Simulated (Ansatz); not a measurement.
The crystal is MgI2 (layers cut from the bulk crystal).

The cell holds 3 atoms: 2 I and 1 Mg. Its edges and angles: a = 4.133 Å, b = 4.133 Å, c = 29.900 Å, α = 90.0°, β = 90.0°, γ = 120.0°. It derives from MgI2. Vacuum lies along c.

```xyz
3
Lattice="4.1332 0.0000 0.0000 -2.0666 3.5795 0.0000 0.0000 0.0000 29.9000" Properties=species:S:1:pos:R:3
I     2.0666    1.1932   13.2687
Mg    0.0000    0.0000   14.9500
I     0.0000    2.3863   16.6313
```

The structure was relaxed with PBE-D3(BJ). At the settings of the band run the largest force is still 0.09 eV/Å. The runs that relaxed it are not among those shown. Spin-orbit coupling is left out unless a run names it.

Gaps computed with Ansatz 0.2.0 without a self-energy: PBE 3.64 eV.

Question: Estimate the G0W0@PBE gap with 6×6×1 mesh, 526 empty bands, screening to 65 eV, PAW set soft_1 files.

About 5.83 eV: on its mesh the run moves the gap from 3.64 eV by +2.19 eV. Bands and cutoff are finite, so the gap is not at the basis limit. The miss can reach some tenths of an eV and take either sign; the mesh is an error of its own. The mesh in the plane is coarse for a sheet; gap and any exciton binding can still move on denser ones. The many-body steps are scalar-relativistic: spin-orbit coupling is not in them.

[Paths, hosts, dates, memory and timing lines, banners, echoed tables and standing remarks are left out of the program output.]

[Logs are printed without paths, hosts, clocks, repeated set-up lines and the standing remarks that a program may print on its own settings, such as how far it seeks lower states.]

[Runs of the session that timed out or met a known fault of the program may be left out.]

[Cells called generated may have been cut or substituted from an entry of the Crystallography Open Database or the Materials Project.]

[Hosts, paths, dates, database ids (printed as entryN), source tags and the programs' standing remarks are cut or masked in the printed files.]
